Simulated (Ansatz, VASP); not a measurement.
One calculation of Pt, two programs

INCAR

```
SYSTEM = Pt
ALGO = Normal
EDIFF = 1E-7
EDIFFG = -0.001
ENCUT = 600
GGA = PE
IBRION = 2
ISIF = 3
ISMEAR = -1
LASPH = .TRUE.
LCHARG = .FALSE.
LREAL = .FALSE.
LWAVE = .FALSE.
NELM = 100
NSW = 80
PREC = Accurate
SIGMA = 0.15
```

File KPOINTS:

```
k-points
0
G
  16 16 16
  0 0 0
```

File POSCAR:

```
Pt
1.0
    0.0000000000      1.9847426261      1.9847426261
    1.9847426261      0.0000000000      1.9847426261
    1.9847426261      1.9847426261      0.0000000000
Pt
1
Direct
    0.0000000000      0.0000000000      0.0000000000
```

Input for Ansatz:

```yaml
crystal:
  lattice:
    - [0.0, 1.9847426261, 1.9847426261]
    - [1.9847426261, 0.0, 1.9847426261]
    - [1.9847426261, 1.9847426261, 0.0]
  atoms:
    - { symbol: Pt, position: [0.0, 0.0, 0.0] }
basis:
  ecutwfc: 420
kpoints:
  mp_grid: { grid: [16, 16, 16] }
hamiltonian:
  xc: pbe
  pseudopotentials: { kind: paw, azcp: { folder: soft_1 } }
scf:
  occupations: { method: fermi_dirac, width: 0.15 }
output:
  forces: true
  stress: true
  eigenvalues: true
relax:
  adjacent_minimum: "off"
  f_tol: 0.001
  max_steps: 60
  cell: { stress_tol: 0.01 }
```

Alike in both runs: task relaxation of cell and atoms; functional PBE; k mesh 16 × 16 × 16; occupations fermi-dirac, width 0.15 eV; no spin polarisation.

|  | VASP | Ansatz |
| --- | --- | --- |
| version | VASP 6.6.1 | Ansatz 0.2.0 |
| potentials or method | VASP PAW PBE potentials, release 64 (Pt) | scalar-relativistic, plane waves, PAW |
| plane-wave cutoff (eV) | 600 | 420 |
| valence electrons in the cell | 10 | 18 |

VASP gave:

| Property | Result |
| --- | --- |
| gap on the k mesh at the Fermi level, each at its own relaxed structure (eV) | none |
| relaxed volume (Å³/atom) | 15.66 |
| relaxed cell length with the largest relative difference (Å) | 2.808 |

Q: Estimate Ansatz's values.

A: gap on the k mesh at the Fermi level, each at its own relaxed structure (eV): none; relaxed volume (Å³/atom): 15.69; relaxed cell length with the largest relative difference (Å): 2.810.

A gap of «none» marks a metal or a gap that the smearing closes. The two sets of potentials don't hold the same shells in valence.

Spin-orbit coupling is left out, which matters for the levels of Pt.
